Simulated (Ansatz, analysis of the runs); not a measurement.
# Transmission past a defect: Rh wire along [110], 4 atoms a period, Zn in place of one Rh, part 2 of 2

Aim: how much does this defect scatter, and at which energies?

Ansatz 0.2.0; DFT PBE, plane waves, PAW; relaxation of a wire's period (the session's first sound run).

So far. Step 3 (Bands of the perfect wire): At the computed energy nearest the Fermi level there are 5 spin-up and 9 spin-down channels, and the thermal average gives 6.44 G₀. Step 4 (Relaxation of the scattering region): The largest force component on a free atom ends at 0.059 eV/Å, under the limit of 0.06. Zn ends nearest to Rh at 2.55 Å, Rh at 2.57 Å, Rh at 2.57 Å, Rh at 2.58 Å and Rh at 2.59 Å. 1 atom of the wire itself, hydrogen apart, moved by over 0.45 Å, up to 0.93 Å.

## 5. The open system

This step: DFT PBE, plane waves, PAW; transmission of a junction in a wire (Ansatz 0.2.0).

The cell is now read as a scatterer between two semi-infinite leads, named by two sites one period apart. The scattering states in its self-consistent potential are matched to the leads' states at each energy. One point across is taken, as for a wire in vacuum.

File input.yaml:

```yaml
crystal:
  lattice:
    - [8.715, 0.0, 0.0]
    - [0.0, 10.862, 0.0]
    - [0.0, 0.0, 22.6331573598]
  atoms:
    - { symbol: Rh, position: [0.407171114, 0.421839195, -1.0e-10], spin: 0.37 }
    - { symbol: Rh, position: [0.661322864, 0.356015852, 0.0555555559], spin: 0.38 }
    - { symbol: Rh, position: [0.592828886, 0.578191044, 0.0555555559], spin: 0.37 }
    - { symbol: Rh, position: [0.338677136, 0.644014387, -1.0e-10], spin: 0.38 }
    - { symbol: Rh, position: [0.407171114, 0.421839195, 0.1111111109], spin: 0.37 }
    - { symbol: Rh, position: [0.661322864, 0.356015852, 0.1666666669], spin: 0.38 }
    - { symbol: Rh, position: [0.592828886, 0.578191044, 0.1666666669], spin: 0.37 }
    - { symbol: Rh, position: [0.338677136, 0.644014387, 0.1111111109], spin: 0.38 }
[... 24 atom lines left out ...]
    - { symbol: Rh, position: [0.407171114, 0.421839195, 0.8888888889], spin: 0.37 }
    - { symbol: Rh, position: [0.661322864, 0.356015852, 0.9444444444], spin: 0.38 }
    - { symbol: Rh, position: [0.592828886, 0.578191044, 0.9444444444], spin: 0.37 }
    - { symbol: Rh, position: [0.338677136, 0.644014387, 0.8888888889], spin: 0.38 }
magnetization:
  spin_polarized: true
kpoints:
  mp_grid: { grid: [1, 1, 4] }
scf:
  occupations: { method: fermi_dirac, width: 0.05 }
hamiltonian:
  xc: pbe
output:
  transmission:
    e_range: [-1.26, 1.26]
    de: 0.035
    kmesh: [1, 1]
    reduced_basis: true
    leads: [[32, 0]]
  dos: { projected: true, e_range: [-4, 3] }
  write_potential: true
  write_density: true
  volumetric_format: npy
  elf: true
basis:
  ecutwfc: "350 eV"
```

Started as:

```bash
$ ansatz run input.yaml --threads 4 --pin off --max-ram 16384MiB --backend cpu --events-out ev --progress --plain --runs-dir out
```

The job ended after 22 min (4 threads of Arm Neoverse V1, shared host; peak memory 9.4 GiB; 71 min of CPU time).

Numbers from this step:

```
energy at zero smearing                                       : -227359.7737 eV
total moment                                                  : 17.14 μB
absolute moment                                               : 17.68 μB
transmission at the energy nearest the Fermi level, spin up   : 1.977
transmission at the energy nearest the Fermi level, spin down : 4.217
step of the lead's Hamiltonian                                : 28.7 meV
conductance of the junction                                   : 2.898 G₀
```

Transmission against energy, zero at the Fermi level:

```
energy (eV)  spin up  spin down
      -1.26     3.70       4.01
      -1.19     2.43       4.09
      -1.08     4.93       5.32
      -1.01     4.77       5.36
      -0.91     4.82       3.47
      -0.84     5.34       4.15
      -0.73     4.03       4.59
      -0.67     4.64       4.83
      -0.56     4.73       5.58
      -0.49     5.38       5.14
      -0.42     5.32       4.46
      -0.39     4.40       4.14
      -0.32     2.88       4.94
      -0.21     3.05       5.02
      -0.14     2.17       4.78
      -0.04     2.20       3.99
       0.00     1.98       4.22
       0.04     1.70       3.62
       0.14     3.50       3.54
       0.21     3.49       2.76
       0.32     3.71       1.94
       0.35     4.19       3.05
       0.39     3.97       3.03
       0.49     3.52       3.87
       0.56     3.09       3.97
       0.67     3.72       4.14
       0.73     3.78       4.02
       0.84     3.54       3.48
       0.91     3.58       3.51
       1.01     3.52       4.04
       1.08     2.64       3.52
       1.19     3.46       3.52
       1.26     3.50       3.40
```

Table of open channels of the lead by energy, zero at the Fermi level:

```
energy (eV)  spin up  spin down
     -1.190        7          8
     -1.085        8         10
     -1.015        8          9
     -0.910        8          7
     -0.805       10          7
     -0.700        9          8
     -0.595        9         10
     -0.490        9         10
     -0.385       11          9
     -0.315        7          9
     -0.210        7          9
     -0.105        5          6
      0.000        5          9
      0.105        6          5
      0.210        6          7
      0.315        6          5
      0.385        8          6
      0.490        6          6
      0.595        5          6
      0.700        6          6
      0.805        5          5
      0.910        5          5
      1.015        5          6
      1.085        3          5
      1.190        4          5
```

Projected DOS an atom over height of the atomic layer and energy from the Fermi level.  broadened by a Gaussian of 0.15 eV, since few k-points sample the long cell.

Values in states/eV, 12 rows by 16 columns, each cell a mean:
```
0.61 0.60 0.61 0.58 0.55 0.56 0.36 0.55 0.51 0.60 0.58 0.61 0.60 0.62 0.61 0.62
1.08 1.10 1.06 1.05 0.94 0.98 0.63 0.97 0.91 1.03 1.07 1.08 1.09 1.08 1.07 1.08
1.79 1.78 1.83 1.84 1.88 1.85 1.18 1.72 1.91 1.84 1.84 1.80 1.79 1.78 1.78 1.77
2.37 2.36 2.34 2.31 2.38 2.27 1.49 2.07 2.43 2.30 2.32 2.35 2.37 2.43 2.45 2.46
2.44 2.46 2.47 2.51 2.61 2.45 1.75 2.22 2.71 2.51 2.50 2.46 2.45 2.43 2.45 2.43
2.23 2.22 2.17 2.16 2.28 2.09 1.54 1.90 2.35 2.16 2.17 2.22 2.23 2.22 2.20 2.21
1.75 1.75 1.76 1.78 1.84 1.86 1.50 1.79 1.88 1.75 1.78 1.75 1.74 1.74 1.71 1.73
1.53 1.55 1.58 1.58 1.51 1.53 1.19 1.50 1.52 1.54 1.61 1.57 1.54 1.53 1.53 1.53
1.65 1.64 1.67 1.68 1.69 1.76 1.08 1.70 1.65 1.68 1.65 1.67 1.64 1.66 1.70 1.68
1.42 1.40 1.43 1.45 1.55 1.62 0.96 1.51 1.63 1.48 1.44 1.42 1.41 1.43 1.42 1.43
1.54 1.55 1.54 1.50 1.53 1.83 1.10 1.80 1.57 1.48 1.53 1.53 1.55 1.52 1.49 1.50
1.25 1.22 1.25 1.30 1.31 1.65 0.95 1.72 1.32 1.35 1.31 1.21 1.24 1.29 1.31 1.29
```
Columns: height of the atomic layer (Å) from 1.26 to 22.6 (not evenly spaced); rows upwards: energy from the Fermi level (eV) from -3.98 to 1.47.

Site moment by element, in μB:

```
element  atoms    mean  spread (r.m.s.)   least  largest
     Rh     35   0.436            0.096   0.246    0.625
     Zn      1  -0.006            0.000  -0.006   -0.006
```

The atoms farthest from the mean of their element:

```
atom        x, y, z (Å)  site moment (μB)
Rh24  3.02, 7.01, 12.54             0.625
Rh14   5.86, 3.84, 8.80             0.246
Rh18  5.85, 3.84, 11.31             0.246
Rh16   3.04, 7.01, 7.58             0.611
Rh21  3.56, 4.55, 12.45             0.589
Rh35  5.17, 6.28, 21.38             0.288
Rh11   5.17, 6.28, 6.29             0.573
Rh23  5.16, 6.29, 13.82             0.572
```

Spin density in the cb plane at fractional x = 0.407, with atoms of Rh and Zn within 0.2 Å of it.

Ten even steps from '0' (0.00 e/Å³) to '9' (0.41 e/Å³), each cell a mean:
```
00000000000000000000000000000000000000000000
00000000000000000000000000000000000000000000
00000000000000000000000000000000000000000000
00000000000000000000000000000000000000000000
00000000000000000000000000000000000000000000
00000000000000000000000000000000000000000000
00000000000000000000000000000000000000000000
00242000035200014420000000000135200003520000
00362000047200016830000000000158300004720000
00010000011000002210000111000012100001100000
00000000000000000000001332000000000000000000
00000000001000000000000110000000000000100000
01453000266410003762000000000375200025740001
00261000149200013951000000000297100015920000
01464100258510015841000000000378300027741002
00121000022200002320000000000133100012210000
00000000000000000000000000000000000000000000
00000000000000000000000000000000000000000000
00000000000000000000000000000000000000000000
00000000000000000000000000000000000000000000
00000000000000000000000000000000000000000000
00000000000000000000000000000000000000000000
00000000000000000000000000000000000000000000
00000000000000000000000000000000000000000000
```
Columns run along c (16.0 Å, from fractional 0.06 to 0.77 of the cell), rows up along b (10.9 Å). Atoms in or near the plane, at fractional coordinates: Rh at (0.11, 0.42), Rh at (0.22, 0.42), Rh at (0.34, 0.42), Zn at (0.44, 0.33), Rh at (0.55, 0.42), Rh at (0.67, 0.42).

Valence density in the cb plane at fractional x = 0.407, with atoms of Rh and Zn within 0.2 Å of it. It is the smooth field of the valence electrons, not physical close to the nuclei.

Values in e/Å³, 13 rows by 16 columns, each cell a mean:
```
 0  0  0  0  0  0  0  0  0  0  0  0  0  0  0  0
 0  0  0  0  0  0  0  0  0  0  0  0  0  0  0  0
 0  0  0  0  0  0  0  0  0  0  0  0  0  0  0  0
 0  1  0  1  0  0  1  0  0  0  0  1  0  1  0  0
 1  3  0  3  1  1  4  0  0  0  1  4  0  3  2  1
 0  1  0  1  0  0  1  0  3  1  0  1  0  1  1  0
 1  3  0  3  1  1  3  0  1  1  1  2  0  2  2  1
 4  9  1  9  4  2 10  1  1  0  3  9  1  7  5  2
 1  1  0  1  1  0  2  0 12  3  1  1  0  1  1  0
 0  0  0  0  0  0  0  0  1  0  0  0  0  0  0  0
 0  0  0  0  0  0  0  0  0  0  0  0  0  0  0  0
 0  0  0  0  0  0  0  0  0  0  0  0  0  0  0  0
 0  0  0  0  0  0  0  0  0  0  0  0  0  0  0  0
```
Columns run along c (16.0 Å, from fractional 0.06 to 0.77 of the cell), rows up along b (10.9 Å). Atoms in or near the plane, at fractional coordinates: Rh at (0.11, 0.42), Rh at (0.22, 0.42), Rh at (0.34, 0.42), Zn at (0.44, 0.33), Rh at (0.55, 0.42), Rh at (0.67, 0.42).

Electrostatic potential energy in the cb plane at fractional x = 0.407, with atoms of Rh and Zn within 0.2 Å of it. With pseudopotentials it is smooth inside the atoms' cores, unlike the true potential.

Ten even steps from '0' (-65 eV) to '9' (6 eV), each cell a mean:
```
99999999999999999999999999999999999999999999
99999999999999999999999999999999999999999999
99999999999999999999999999999999999999999999
99999999999999999999999999999999999999999999
99999999999999999999999999999999999999999999
99999999999999999999999999999999999999999999
99888999988899997789999999999877899998889999
97435899743589973137999999998622489974358997
86313798621379861026999888998510379862148986
98656899865689985458997435899744689975568997
99888999988899998889986214799988999998899999
98777999877899998778997556899877899987789998
85212688510279973126899889997411489851137985
82000487200048840002899889996000178720005871
84001588400168851004887556896200279830016883
98656899865689986458985334698755799985578997
99999999999999999999985334799999999999999999
99999999999999999999998667899999999999999999
99999999999999999999999999999999999999999999
99999999999999999999999999999999999999999999
99999999999999999999999999999999999999999999
99999999999999999999999999999999999999999999
99999999999999999999999999999999999999999999
99999999999999999999999999999999999999999999
```
Columns run along c (16.0 Å, from fractional 0.06 to 0.77 of the cell; values clipped at the 3rd and 97th percentile), rows up along b (10.9 Å). Atoms in or near the plane, at fractional coordinates: Rh at (0.11, 0.42), Rh at (0.22, 0.42), Rh at (0.34, 0.42), Zn at (0.44, 0.33), Rh at (0.55, 0.42), Rh at (0.67, 0.42).

By hand: the program gives 2.3717 × 10^14 S/m² over the cell's cross-section of 94.66 Å² = 9.466 × 10^-19 m², so one cell conducts 2.245 × 10^-4 S. Divided by G0 = 2e²/h = 7.748 × 10^-5 S this is 2.90 G0, a resistance of 4.45 kΩ.

The conductance is 2.90 G₀, with 5 spin-up and 9 spin-down channels open in the lead. The lead's Hamiltonian steps by 28.7 meV, which the program calls too much for a lead. The largest term of the program's error estimate is 14 %.

## 6. Conductance and thermopower from T(E)

This step: Landauer integrals over the computed T(E), interpolated linearly between its energies (analysis of the runs above).

Conductance and thermopower are moments of T(E) over the thermal window; sliding the window along E stands for a gate that leaves T(E) rigid.

This step gave:

| Property | Result |
| --- | --- |
| conductance at 300 K, interpolated from T(E) | 2.924 G₀ |
| thermopower at 300 K | 5.126 μV/K |
| Lorenz number over L0 | 1.002 |
| spin polarisation of the transmission | -36.16 % |

T(E) held rigid; rough near sharp steps of T(E). Table of conductance at 300 K by shift of the leads' level:

```
shift of the leads' level (eV)  conductance at 300 K (G₀)
                        -0.900                       4.37
                        -0.800                       4.55
                        -0.750                       4.51
                        -0.650                       4.87
                        -0.550                       5.11
                        -0.450                       4.70
                        -0.400                       4.40
                        -0.300                       3.86
                        -0.200                       3.89
                        -0.150                       3.52
                        -0.050                       2.98
                         0.050                       2.80
                         0.150                       3.27
                         0.200                       3.27
                         0.300                       3.09
                         0.400                       3.38
                         0.450                       3.42
                         0.550                       3.64
                         0.650                       3.82
                         0.750                       3.81
                         0.800                       3.65
                         0.900                       3.51
```

T(E) held rigid; rough near sharp steps of T(E). Thermopower at 300 K against shift of the leads' level:

```
shift of the leads' level (eV)  thermopower at 300 K (μV/K)
                        -0.900                        -2.12
                        -0.850                        -3.23
                        -0.800                        0.796
                        -0.700                        -5.76
                        -0.650                        -5.51
                        -0.600                        -3.55
                        -0.550                        0.184
                        -0.450                         8.98
                        -0.400                         11.4
                        -0.350                         9.97
                        -0.300                         1.92
                        -0.200                         8.12
                        -0.150                         17.2
                        -0.100                         13.0
                        -0.050                         2.99
                         0.050                        0.163
                         0.100                        -12.6
                         0.150                        -7.55
                         0.200                         3.79
                         0.300                        -4.26
                         0.350                        -7.30
                         0.400                        -1.52
                         0.450                        -4.71
                         0.550                        -2.52
                         0.600                        -3.53
                         0.650                        -3.28
                         0.700                        0.245
                         0.800                         6.06
                         0.850                         3.12
                         0.900                        -2.21
```

The two levels move by half the bias each and T(E) is held rigid. Current from the zero-bias T(E) against bias:

```
bias (V)  current from the zero-bias T(E) (μA)
   0.000                                     0
   0.100                                  22.5
   0.200                                  45.2
   0.300                                  70.1
   0.400                                  97.3
   0.500                                   125
   0.600                                   152
   0.700                                   180
   0.800                                   209
   0.900                                   240
   1.000                                   272
   1.100                                   306
   1.200                                   340
   1.300                                   374
   1.400                                   407
   1.500                                   440
   1.600                                   472
   1.700                                   503
   1.800                                   534
   1.900                                   565
```

By hand, Mott's formula: S = −(π²k²T/3e) d ln T/dE, and π²k²T/3e = 7.33 μV/K × eV at 300 K. The computed T is 5.64 at -0.070 eV and 5.16 at +0.070 eV (both spins added), so d ln T/dE ≈ -0.626 per eV and S ≈ 4.59 μV/K, against 5.13 from the integrals.

The thermopower is 5.13 μV/K. The Lorenz ratio is 1.00, where the Wiedemann-Franz law gives 1. Moving the level by up to 0.1 eV either way gives -13 to 13 μV/K.

## 7. The same system on other settings: output.transmission.temperature = 900.0

This step: DFT PBE, plane waves, PAW; channels and complex bands of a perfect wire; changed: output.transmission.temperature = 900.0 (Ansatz 0.2.0).

System of this step: Rh wire along [110], 4 atoms a period. The cell holds 4 atoms: 4 Rh. Its edges and angles: a = 8.715 Å, b = 10.862 Å, c = 2.515 Å, α = 90.0°, β = 90.0°, γ = 90.0°. Vacuum lies along a and b. The structure's axis is c.

The atoms of the run on the perfect lead are kept and the input is varied, to see whether the result depends on it.

File input.yaml:

```yaml
crystal:
  lattice:
    - [8.715, 0.0, 0.0]
    - [0.0, 10.862, 0.0]
    - [0.0, 0.0, 2.5147952622]
  atoms:
    - { symbol: Rh, position: [0.407171114, 0.421839195, 0.0], spin: 0.37 }
    - { symbol: Rh, position: [0.661322864, 0.356015852, 0.5], spin: 0.38 }
    - { symbol: Rh, position: [0.592828886, 0.578191044, 0.5], spin: 0.37 }
    - { symbol: Rh, position: [0.338677136, 0.644014387, 0.0], spin: 0.38 }
magnetization:
  spin_polarized: true
kpoints:
  mp_grid: { grid: [1, 1, 32] }
scf:
  occupations: { method: fermi_dirac, width: 0.05 }
hamiltonian:
  xc: pbe
output:
  transmission:
    e_range: [-1.26, 1.26]
    de: 0.035
    kmesh: [1, 1]
    reduced_basis: true
    leads: [[0, 0]]
    temperature: 900.0
basis:
  ecutwfc: "350 eV"
```

The job ended after 4.1 min (4 threads; peak memory 1.3 GiB; 15 min of CPU time).

Numbers from this step:

* energy at zero smearing: -25604.6309 eV
* total moment: 1.726 μB
* absolute moment: 1.784 μB
* conductance of the lead as this run defines it: 6.372 G₀

The open channels of the lead by energy, zero at the Fermi level:

```
energy (eV)  spin up  spin down
      -1.26        7          8
      -1.19        7          8
      -1.08        8         10
      -1.01        8          9
      -0.91        8          7
      -0.84       10          7
      -0.73        9          8
      -0.67        9          8
      -0.56        9         10
      -0.49        9         10
      -0.39        8          9
      -0.32        5          9
      -0.21        7          9
      -0.14        5         10
      -0.04        5          9
       0.00        5          9
       0.04        5          7
       0.14        6          5
       0.21        5          7
       0.32        8          5
       0.39        6          6
       0.49        6          6
       0.56        5          6
       0.67        6          6
       0.73        6          6
       0.84        5          5
       0.91        5          5
       1.01        5          6
       1.08        3          5
       1.19        4          5
       1.26        4          5
```

It took 4.1 min against 3.6 min for the run it varies, and the conductance is 6.37 G₀ against 6.44 G₀.

Side by side:

```
                                           quantity  this run  the run it varies  difference
conductance of the lead as this run defines it (G₀)    6.3723             6.4380     -0.0657
```

## 8. Outcome

- conductance of the perfect wire: 6.44 G₀
- conductance, Zn in place of one Rh: 2.90 G₀
- thermopower, Zn in place of one Rh: 5.13 μV/K
- spin polarisation of T at the Fermi level, Zn in place of one Rh: -36.2 %

In words: Summed over the computed window, 56 % of the lead's open channels pass the defect; the conductance at 300 K is 2.90 G₀. With Zn in place of one Rh, 46 % of the conductance of that run's own lead (6.35 G₀) is left. Transport is coherent and elastic here: the atoms are frozen, so scattering by vibrations plays no part. In the perfect wire the moments were started parallel, and no opposed start was run. The free region is short: held atoms still bear up to 0.5 eV/Å after a relaxation. No search over magnetic orders was made; another may lie lower. In 1 run the program finds the step of the lead's Hamiltonian too large, so longer leads may change the transmission. One term of the program's error estimate for a conductance, of a junction or of the perfect wire, reaches 14 % in this session. A cutoff under the files' recommended one was taken to save time; its effect on T(E) was not tested here.

[Logs are printed without paths, hosts, clocks, repeated set-up lines and the standing remarks that a program may print on its own settings, such as how far it seeks lower states.]

[Hosts, paths, dates, database ids (printed as entryN), source tags and the programs' standing remarks are cut or masked in the printed files.]
